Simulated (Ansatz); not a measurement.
# Structure types of WC compared at 76 GPa

Structure types of WC are relaxed in primitive cells with their symmetry kept at 76 GPa, on PAW files; LAPW relaxes the small cells further and takes the PAW cell for the others (marked *). The enthalpy is E + pV at zero temperature, without zero-point motion. Only the types listed were tried, and differences under about 5 meV/atom are mesh noise. The real phase may be another.

Level of theory: DFT with PBE, scalar-relativistic, in Ansatz 0.2.0; Fermi–Dirac smearing of 0.08 eV, no spin polarisation. LAPW: all electrons, basis error target 0.5 meV/atom; PAW: frozen-core files, cutoff 420 eV.

k meshes: rocksalt 16×16×16, CsCl 15×15×15, WC 16×16×14, NiAs 11×11×6, zincblende 14×14×14.

Spin–orbit coupling is left out, which matters for the heavy atoms.

Question: Which type is lowest in enthalpy, and by how much?

Answer: WC, 229 meV/atom below NiAs. The whole table:

```json
{"start type": "rocksalt", "ends as": "rocksalt, Fm-3m", "a, b, c (Å)": "4.165, 4.165, 4.165", "V (Å³/atom)": "9.03", "H − H(lowest), LAPW (meV/atom)": "425.4", "same, PAW": "426.4"}
{"start type": "CsCl", "ends as": "CsCl, Pm-3m", "a, b, c (Å)": "2.593, 2.593, 2.593", "V (Å³/atom)": "8.72", "H − H(lowest), LAPW (meV/atom)": "725.1", "same, PAW": "723.8"}
{"start type": "WC", "ends as": "WC, P-6m2", "a, b, c (Å)": "2.772, 2.772, 2.732", "V (Å³/atom)": "9.09", "H − H(lowest), LAPW (meV/atom)": "0.0", "same, PAW": "0.0"}
{"start type": "NiAs*", "ends as": "NiAs, P6_3/mmc", "a, b, c (Å)": "2.760, 2.760, 5.540", "V (Å³/atom)": "9.14", "H − H(lowest), LAPW (meV/atom)": "229.0", "same, PAW": "230.2"}
{"start type": "zincblende", "ends as": "zincblende, F-43m", "a, b, c (Å)": "4.402, 4.402, 4.402", "V (Å³/atom)": "10.67", "H − H(lowest), LAPW (meV/atom)": "1584.4", "same, PAW": "1589.4"}
```
